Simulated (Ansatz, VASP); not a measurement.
## Two plane-wave programs on Si

INCAR

```
PREC = Accurate
ENCUT = 520
EDIFF = 1E-7
ISMEAR = -1
SIGMA = 0.1
LREAL = False
LASPH = True
NELM = 100
ALGO = Normal
ISIF = 2
LWAVE = False
LCHARG = True
GGA = RE
LELF = True
LVHAR = True
NBANDS = 11
```

KPOINTS

```
Automatic mesh
0
Gamma
  15 15 8
```

The input POSCAR:

```
Si
1.0
    2.5967472988      0.0000000000      0.0000000000
   -1.2983736494      2.2488491280      0.0000000000
    0.0000000000      0.0000000000      4.3764343054
Si
2
Direct
    0.3333333333      0.6666666667      0.2500000000
    0.6666666667      0.3333333333      0.7500000000
```

Input for Ansatz:

```yaml
crystal:
  lattice:
    - [2.5967472988, 0.0, 0.0]
    - [-1.2983736494, 2.248849128, 0.0]
    - [0.0, 0.0, 4.3764343054]
  atoms:
    - { symbol: Si, position: [0.3333333333, 0.6666666667, 0.25] }
    - { symbol: Si, position: [0.6666666667, 0.3333333333, 0.75] }
hamiltonian:
  xc: revpbe
  pseudopotentials:
    kind: paw
    azcp:
      Si: "pseudopotentials/Si.paw.azcp"
basis:
  ecutwfc: 420
  fft_grid_basis: typed
kpoints:
  mp_grid: { grid: [15, 15, 8], shift: [0, 0, 0] }
magnetization:
  spin_polarized: false
scf:
  occupations: { method: fermi_dirac, width: 0.1 }
  lower_state_search: "off"
output:
  stress: true
  write_density: true
  write_potential: true
  elf: true
  volumetric_format: npy
```

Alike in both runs: task single point; functional revPBE; k mesh 15 × 15 × 8; occupations fermi-dirac, width 0.1 eV; no spin polarisation.

|  | VASP | Ansatz |
| --- | --- | --- |
| version | VASP 6.6.1 | Ansatz 0.2.0 |
| potentials or method | VASP PAW PBE potentials, release 64 (Si) | plane waves (420 eV) with PAW, scalar-relativistic |
| plane-wave cutoff (eV) | 520 | 420 |
| valence electrons in the cell | 8 | 8 |

|  | VASP | Ansatz | Ansatz less VASP |
| --- | --- | --- | --- |
| pressure (GPa) | 13.6 | 14.2 | +0.56 |
| largest component of the traceless stress (GPa) | 0.73 | 0.68 | -0.044 |

With one functional, cell and mesh, what is left measures potentials, basis and numerics.

Caveats: the PAW data sets were made with another functional, which shifts forces and pressure a little (VASP).
